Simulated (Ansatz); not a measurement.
Crystal: H, diamond type, 2 atoms in the cell.

The calculation used PBE, plane waves, PAW datasets (generated hard set) in Ansatz 0.2.0 development build.

Cutoff 700 eV; k-mesh 21×21×21 Γ-centred; Fermi–Dirac smearing of 0.0612 eV; no spin polarisation.

The fit to the energies gives V₀ = 3.417 Å³/atom (a₀ = 3.012 Å), B₀ = 91.3 GPa, B₀′ = 3.16.

Q: What pressure does the program print at V = 3.356 Å³/atom, and how far above the lowest computed point (V = 3.424 Å³/atom) does the energy lie?

A: 1.69 GPa and 0.31 meV/atom. All points:

```
V (Å³/atom)   a (Å)  E − E(min) (meV/atom)  P (GPa)
      3.219  2.9530                   3.54     5.98
      3.287  2.9738                   1.47     3.75
      3.356  2.9943                   0.31     1.69
      3.424  3.0145                   0.00    -0.20
      3.493  3.0345                   0.46    -1.94
      3.561  3.0542                   1.64    -3.54
      3.630  3.0737                   3.47    -5.02
```

The published all-electron PBE values for this crystal (mean of FLEUR and WIEN2k, k-spacing 0.06 Å⁻¹; Bosoni et al., Nat. Rev. Phys. 6, 45 (2024)) are V₀ = 3.416 Å³/atom, B₀ = 91.5 GPa, B₀′ = 3.18. This run's mesh is coarser (spacing 0.17 Å⁻¹), so part of any difference comes from k-sampling.

The stress includes the program's correction for the finite plane-wave basis.

This cubic structure is a model: it isn't the usual form of the substance at ambient conditions, and such phases are metastable or hypothetical. The k-mesh is modest, so these values aren't fully converged in k.
